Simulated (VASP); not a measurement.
A run of VASP 6.6.1 is set up as follows.

Contents of INCAR:

```
SYSTEM = Cu3N
ALGO = Normal
EDIFF = 1E-7
ENCUT = 520
GGA = PS
ISIF = 2
ISMEAR = -1
LASPH = .True.
LCHARG = .True.
LELF = .True.
LREAL = .False.
LVHAR = .True.
LWAVE = .False.
NBANDS = 27
NELM = 100
PREC = Accurate
SIGMA = 0.05
```

The input KPOINTS:

```
k-points
0
Gamma
  7 7 7
  0 0 0
```

Contents of POSCAR:

```
Cu3N
1.0
    3.8070000000      0.0000000000      0.0000000000
    0.0000000000      3.8070000000      0.0000000000
    0.0000000000      0.0000000000      3.8070000000
Cu N
3 1
Direct
    0.0000000000      0.0000000000      0.5000000000
    0.0000000000      0.5000000000      0.0000000000
    0.5000000000      0.0000000000      0.0000000000
    0.0000000000      0.0000000000      0.0000000000
```

Potentials or basis: VASP PAW PBE potentials, release 64 (Cu, N).

Command:

```sh
$ cat potpaw_PBE.64/Cu/POTCAR potpaw_PBE.64/N/POTCAR > POTCAR
$ mpirun -np 1 vasp_std > vasp.out
```

Predict the band gap on the k mesh.

0.95 eV, indirect (least direct gap 1.34 eV).

What does it give for the pressure?

-3.6 GPa.

Caveat: the PAW data sets were made with another functional, which shifts forces and pressure a little; an odd mesh through Γ misses points on the zone boundary, where band edges often lie. PBEsol gaps usually lie below the measured ones, often by a third to a half.
